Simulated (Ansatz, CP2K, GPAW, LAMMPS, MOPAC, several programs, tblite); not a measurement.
# KI (wurtzite) from semi-empirical methods to plane-wave DFT

Wurtzite KI (no longer in that coordination), relaxed with r2SCAN in Ansatz, was computed with several methods. It is hexagonal, P6_3/mmc (No. 194); conventional cell a = 6.039 Å, c = 7.039 Å, 55.59 Å³ an atom. Around K lie 5 I at 3.49–3.52 Å; around I lie 5 K at 3.49–3.52 Å. Simulation only: spin-unpolarised, and no claim that this is the phase found in nature.

```cif
data_structure
_symmetry_space_group_name_H-M 'P6_3/mmc'
_symmetry_Int_Tables_number 194
_cell_length_a 6.0395
_cell_length_b 6.0395
_cell_length_c 7.0391
_cell_angle_alpha 90.000
_cell_angle_beta 90.000
_cell_angle_gamma 120.000
_cell_volume 222.35
loop_
_atom_site_label
_atom_site_type_symbol
_atom_site_symmetry_multiplicity
_atom_site_Wyckoff_symbol
_atom_site_fract_x
_atom_site_fract_y
_atom_site_fract_z
_atom_site_occupancy
K1 K 2 d 0.33333 0.66667 0.75000 1
I1 I 2 c 0.33333 0.66667 0.25000 1
```

Gaps and times are for a single point on this cell; volume and bulk modulus come from each method's own relaxation or energy curve at fixed shape, which is too stiff where a cell has free coordinates or axes. Times are rough, from shared hosts (Arm Neoverse N1), and each method has its own mesh and cell size. A double dagger marks a value from a curve with shape and coordinates held. GFN1-xTB (tblite): levels, charges or heat of formation failed a check of plausibility, so no values are given. PM6 (MOPAC), PM7 (MOPAC), GFN1-xTB (tblite), GFN2-xTB (tblite) treat a cluster of cells at its zone centre, which samples few k points: where these miss a band edge, the gap comes out too large for that reason alone. Gaps from k meshes are read at a limited set of points (mesh, symmetry points, PBE's band edges), so each method's own least gap may be somewhat smaller. Force fields have no electrons; where one was fitted to this phase, its volume and modulus reflect the fit. xTB and the PM methods were fitted mostly to molecules, and can miss a solid's gap by electronvolts. Minimal bases can be far off for gaps. GLLB-SC's gap includes the derivative discontinuity. d marks a direct gap, i an indirect one (no mark: not told apart), a dash a value that wasn't computed or didn't pass its checks.

| method | kind | gap (eV) | own volume (Å³/atom) | bulk modulus (GPa) | atoms computed | processor time |
| --- | --- | --- | --- | --- | --- | --- |
| ffield.eim (LAMMPS) | force field | – | – | – | 4 | 0.17 s |
| PM7 (MOPAC) | semi-empirical | 10.56 | – | – | 32 | 2.1 s |
| GFN1-xTB (tblite) | tight binding | – | – | – | 32 | 2.1 s |
| PM6 (MOPAC) | semi-empirical | 8.06 | – | – | 32 | 2.2 s |
| GFN2-xTB (tblite) | tight binding | 4.31 | – | – | 32 | 2.8 s |
| light PBE (260 eV and a coarse mesh) | light plane-wave | 3.78 d | – | – | 4 | 3.9 s |
| PBE/SZV (CP2K) | small basis | 3.18 d | 58.96‡ | 10‡ | 4 | 16 s |
| PBE | semilocal | 3.79 d | 57.17 | 8‡ | 4 | 19 s |
| PBE/DZVP (CP2K) | small basis | 3.78 d | 57.60‡ | 8‡ | 4 | 33 s |
| r2SCAN | semilocal | 4.35 d | 55.59 | 9‡ | 4 | 44 s |
| PBE/single zeta (GPAW) | small basis | 3.55 d | – | – | 4 | 110 s |
| GLLB-SC (GPAW) | model potential | 7.55 | – | – | 4 | 3 min |

Against r2SCAN (4.35 eV) and with closed or daggered gaps left aside, the nearest gap at the points sampled is that of GFN2-xTB (tblite) (-0.04 eV) and the farthest that of PM7 (MOPAC) (+6.21 eV). r2SCAN is only a yardstick of convenience: semilocal gaps usually lie below measured ones, which GLLB-SC and hybrids aim to mend.

Volumes against r2SCAN's: PBE +2.9 %.

Relaxed on its own, the cell leaves this structure with ffield.eim (LAMMPS), so no volume is listed.

Spin-orbit coupling is left out, which matters wherever the heavy atoms make up the band edges.
